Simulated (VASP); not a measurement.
Ta: equation of state with PBE+D3(BJ)

**The experiment to reproduce.**

From “Pressure effects on the electronic structure and superconductivity of (TaNb)0.67(HfZrTi)0.33 high entropy alloy”, 2019, arxiv:1910.08312, for a bulk crystal of Ta: bulk modulus 194 GPa.

Ta:

```
Ta
1.0
    -1.64759    1.64759    1.64759
     1.64759   -1.64759    1.64759
     1.64759    1.64759   -1.64759
Ta
1
Direct
  0.00000 0.00000 0.00000
```

```json
{
  "Program": "VASP 6.6.1",
  "Task": "equation of state",
  "Functional": "PBE",
  "Dispersion": "D3(BJ)",
  "Potentials or basis": "VASP PAW PBE potentials, release 64 (Ta_pv)",
  "Cutoff": "520 eV",
  "k mesh": "10 × 10 × 10",
  "Occupations": "fermi-dirac, width 0.05 eV",
  "Spin": "no spin polarisation",
  "Ladder": "gaps",
  "Further INCAR settings": "ALGO = Normal; EDIFF = 1e-07"
}
```

The equilibrium volume is 17.89 Å³/atom, the bulk modulus is 213 GPa and the pressure derivative of the bulk modulus is 3.6 (rough: it moves with the points fitted).

Energy against volume, from the lowest point:
```tsv
volume (Å³/atom)	energy (meV/atom)
17.174	20.42
17.532	4.98
17.890	0.00
18.248	4.55
18.605	17.80
```

All runs of the series together: 33 s on 1 thread of Intel(R) Xeon(R) Platinum 8488C (Sapphire Rapids) (shared host).

A measured bulk modulus of Ta is 194 GPa (quoted in “Pressure effects on the electronic structure and superconductivity of (TaNb)0.67(HfZrTi)0.33 high entropy alloy”, 2019, arxiv:1910.08312); the calculated 213 GPa misses it by +9.9 %. The fit is for a static lattice scaled at fixed shape and fixed fractional positions.

The run has no spin-orbit coupling, so splittings on Ta are missing.
